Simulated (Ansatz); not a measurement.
## Cohesive energies along group 13

Level of theory: Ansatz, DFT, HSE06, plane waves (420 eV) with PAW, scalar-relativistic. (PAW data from PBE, frozen cores regenerated.)

The free atom is spin-polarised, without symmetry, in a box of 14 × 14.4 × 14.8 Å, in the lowest state that the tried spin starts reached (hybrids start from one state alone); no zero-point energy, no spin-orbit coupling, no dispersion.

The hybrid is evaluated at the semilocal geometry on a coarser k-mesh, and its energy is corrected by the semilocal functional's change from that mesh to the dense one.

Rank by cohesive energy per atom, weakest first.
A. thallium (hcp)
B. indium (body-centred tetragonal)
C. boron (alpha-rhombohedral (B12))

A (1.96 eV), B (2.31 eV), C (6.21 eV).
